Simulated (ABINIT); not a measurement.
GaN:

```
CELL_PARAMETERS angstrom
0.00000 2.13524 2.13524
2.13524 0.00000 2.13524
2.13524 2.13524 0.00000
ATOMIC_POSITIONS crystal
Ga 0.00000 0.00000 0.00000
N 0.50000 0.50000 0.50000
```

Measurements of this composition are mostly on another form, of space group No. 186.

Program: ABINIT 10.8.3 (patched build). Alike in all runs: task band structure; potentials or basis JTH PAW PBE v2.0; no spin polarisation; cell as given; k mesh 11 × 11 × 11; cutoff (eV) 844; smearing fermi-dirac 0.05 eV.

**Question.** Order these runs on this cell by their band gap on the k mesh, lowest first.
A. level AM05
B. level SCAN
C. level LDA

**Answer.** C (0.33 eV), A (0.50 eV), B (0.95 eV).

Caveats: the mesh misses the band edges, which the band path finds closer together.
